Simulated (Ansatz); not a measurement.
Set up this calculation in Ansatz 0.2.0, as the native input.

```yaml
Task: single point
Functional: PBE
Potentials_or_basis: Ansatz PAW
Cutoff: "420 eV (not typed: the program's choice for these potentials)"
k_mesh: 10 × 10 × 10
Occupations: gaussian, width 0.017 eV
Spin: no spin polarisation
```

The system is TiC.

```
Ti C
1.0
     3.04209    0.00000    0.00000
    -1.52104    2.63452    0.00000
     0.00000    0.00000    2.69797
Ti C
1 1
Cartesian
  0.0000 0.0000 1.3490
  0.0000 1.7564 0.0000
```

The cell was built by a generator and needn't be a form met in nature.

These files were run (other wordings do the same):

input.yaml

```yaml
crystal:
  lattice:
    - [3.04209, 0.0, 0.0]
    - [-1.52104, 2.63452, 0.0]
    - [0.0, 0.0, 2.69797]
  atoms:
    - { symbol: Ti, position: [0.0, 0.0, 0.5] }
    - { symbol: C, position: [0.33333, 0.66667, 0.0] }
hamiltonian:
  xc: pbe
  pseudopotentials: { kind: paw }
kpoints:
  mp_grid: { grid: [10, 10, 10] }
scf:
  occupations: { method: gaussian, width: 0.017 }
output:
  forces: true
  stress: true
  eigenvalues: true
```

Potentials or basis: Ansatz PAW.

Run with:

```bash
$ ansatz run input.yaml --threads 2 --pin off --max-ram 5632MiB --backend cpu --events-out ev --progress --plain --runs-dir out
```

Results of the run:

```
Pressure               : 0.1 GPa
Band gap on the k mesh : none (metal or under the smearing width)
```

It took 0.89 s on 2 threads of Intel(R) Xeon(R) Platinum 8488C (Sapphire Rapids), with other jobs on the host, peak memory 0.37 GiB.
